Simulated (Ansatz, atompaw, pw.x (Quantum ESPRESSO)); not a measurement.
**pw.x on bcc Zn: one setting changed**

Potential: PAW, atompaw 4.2.0.5, PBE; core [Ar], reference 3d10 4s2 4p0; waves: 4s (bound): rc 2.95 bohr; 4s channel at 0.05 Ry: rc 2.95 bohr; 4p (bound, empty): rc 2.95 bohr; 4p channel at 0.5 Ry: rc 2.95 bohr; 3d (bound): rc 1.50 bohr; 3d channel at -0.4 Ry: rc 1.50 bohr; local part: bessel scheme, radius 2.65 bohr; core correction: smooth core density matched at 2.00 bohr; augmentation: besselshape compensation charge, radius 2.50 bohr; PAW radius 2.95 bohr; waves and projectors: custom rrkj vanderbiltortho.

The reference run (k-mesh 15³, cutoffs 100/900 Ry, Fermi–Dirac 0.01 Ry, mixing_beta 0.4, conv_thr 1e-9, no spin) gives 1.58 GPa at 15.229 Å³/atom, where all-electron LAPW gives 0.67 GPa. This run, with its own iteration cap, changes degauss to 0.005.

```
&control
  calculation='scf', prefix='x', pseudo_dir='./', outdir='./tmp', tstress=.true., disk_io='none'
/
&system
  ibrav=0, nat=1, ntyp=1, ecutwfc=100, ecutrho=900, nbnd=14,
  occupations='smearing', smearing='fd', degauss=0.005
/
&electrons
  conv_thr=1e-09, mixing_beta=0.4, electron_maxstep=50
/
ATOMIC_SPECIES
Zn 1.0 Zn.UPF
CELL_PARAMETERS angstrom
  -1.56148254 1.56148254 1.56148254
  1.56148254 -1.56148254 1.56148254
  1.56148254 1.56148254 -1.56148254
ATOMIC_POSITIONS crystal
Zn 0.0000 0.0000 0.0000
K_POINTS automatic
15 15 15 0 0 0
```

```bash
pw.x < Zn.scf.in > Zn.scf.out
```

How does the run end?

It converges in 8 iterations; the free energy moves by +6.9 meV/atom and the pressure by -0.07 GPa. In a metal, with Fermi–Dirac smearing, F lies below its zero-width value by a term in the square of the width.

```
Message from routine setup:
     using ibrav=0 with symmetry is DISCOURAGED, use correct ibrav instead
     lattice parameter (alat)  =       5.1109  a.u.
     unit-cell volume          =     102.7704 (a.u.)^3
     number of electrons       =        12.00
     number of Kohn-Sham states=           14
     kinetic-energy cutoff     =     100.0000  Ry
     charge density cutoff     =     900.0000  Ry
     scf convergence threshold =      1.0E-09
     Exchange-correlation= SLA PW PBX PBC
     number of k points=   120  Fermi-Dirac smearing, width (Ry)=  0.0050
     iteration #  1     ecut=   100.00 Ry     beta= 0.40
     total energy              =    -243.82447511 Ry
     estimated scf accuracy    <       0.02144477 Ry
     iteration #  2     ecut=   100.00 Ry     beta= 0.40
     total energy              =    -243.82785387 Ry
     estimated scf accuracy    <       0.00139430 Ry
     iteration #  3     ecut=   100.00 Ry     beta= 0.40
     total energy              =    -243.82769643 Ry
     estimated scf accuracy    <       0.00062637 Ry
     [... 2 iterations left out ...]
     iteration #  6     ecut=   100.00 Ry     beta= 0.40
     total energy              =    -243.82774118 Ry
     estimated scf accuracy    <       0.00000004 Ry
     iteration #  7     ecut=   100.00 Ry     beta= 0.40
     total energy              =    -243.82774117 Ry
     estimated scf accuracy    <       0.00000002 Ry
     iteration #  8     ecut=   100.00 Ry     beta= 0.40
     the Fermi energy is    14.6488 ev
!    total energy              =    -243.82774118 Ry
     estimated scf accuracy    <          1.6E-11 Ry
     smearing contrib. (-TS)   =      -0.00031514 Ry
     convergence has been achieved in   8 iterations
          total   stress  (Ry/bohr**3)                   (kbar)     P=       15.14
     Message from routine punch:
     Nothing written, as per user request (disk_io='none')
```

The run took about 32 s on one core of a shared server CPU.
